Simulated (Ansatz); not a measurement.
PtS2 built on the CdCl2 prototype, relaxed with r2SCAN+rVV10 in the PAW code Ansatz. It is trigonal, R-3m (No. 166); conventional cell a = 3.529 Å, c = 16.569 Å, 19.85 Å³ an atom. Pt is surrounded by 6 S at 2.39 Å; S is surrounded by 3 Pt at 2.39 Å.

The axes x, y and z are those of this cell:
```yaml
crystal:
  lattice:
    - [1.76444, 1.01870, 5.52305]
    - [-1.76444, 1.01870, 5.52305]
    - [0.00000, -2.03740, 5.52305]
  atoms:
    - { symbol: Pt, position: [0.00000, 0.00000, 0.00000] }
    - { symbol: S, position: [0.25830, 0.25830, 0.25830] }
    - { symbol: S, position: [0.74170, 0.74170, 0.74170] }
```

Unstrained: r2SCAN gives an indirect gap of 1.179 eV, from k = (0.193, 0.193, 0.367) to Γ–S₀ (0.70 of the way from Γ); the least direct gap is 1.429 eV at k = (1/4, 1/4, -1/2). HSE06 gives an indirect gap of 1.768 eV, from Γ to Γ–S₀ (0.70 of the way from Γ); the least direct gap is 2.090 eV at k = (1/4, 1/4, -1/2). Meshes: r2SCAN 8×8×8, HSE06 6×6×6. Strains are changes of length per length, and xy shears are angles. After each strain the atoms were relaxed again with r2SCAN+rVV10 within the symmetry that the strain leaves, so tilts or polar shifts that break it weren't tested; points keep the names that they have in the unstrained zone. Spin-unpolarised throughout. Whether this structure exists isn't addressed.

Question: Apply xy shear, engineering strain (angle) -5.25 %. How far does the gap move, against the unstrained cell?

Answer: r2SCAN: the gap goes from 1.179 to 0.928 eV (-0.251 eV); the edges go from (0.193, 0.193, 0.367) → Γ–S₀ (0.70) to (0.344, 0.169, 0.172) → (0.234, -0.008, -0.253). HSE06: the gap goes from 1.768 to 1.495 eV (-0.273 eV); the edges go from Γ → Γ–S₀ (0.70) to (1/3, 1/6, 1/6) → (0.234, -0.008, -0.253).

Question: For epitaxial -2.66 % in the xy plane, how far does the free direction move, and what happens to the gap?

Answer: The normal strain at zero normal stress is +2.44 %, 0.92 of the in-plane strain with the sign turned. r2SCAN: the gap goes from 1.179 to 1.145 eV (-0.034 eV); the edges go from (0.193, 0.193, 0.367) → Γ–S₀ (0.70) to (0.260, 0.260, 0.443) → Γ–S₀ (0.70). HSE06: the gap goes from 1.768 to 1.786 eV (+0.018 eV); the edges go from Γ → Γ–S₀ (0.70) to (1/6, 1/6, 1/3) → Γ–S₀ (0.70).

No spin-orbit coupling is included; it can move band edges with weight on the heavy atoms by tenths of an eV.

Where an edge lies off the special points, it is a point of the mesh or the k point where a search put PBE's edge or least direct gap, reused for the other functionals, whose own edges may lie a little apart.

Coordinates of k points refer to the reciprocal vectors of the primitive cell of the runs.
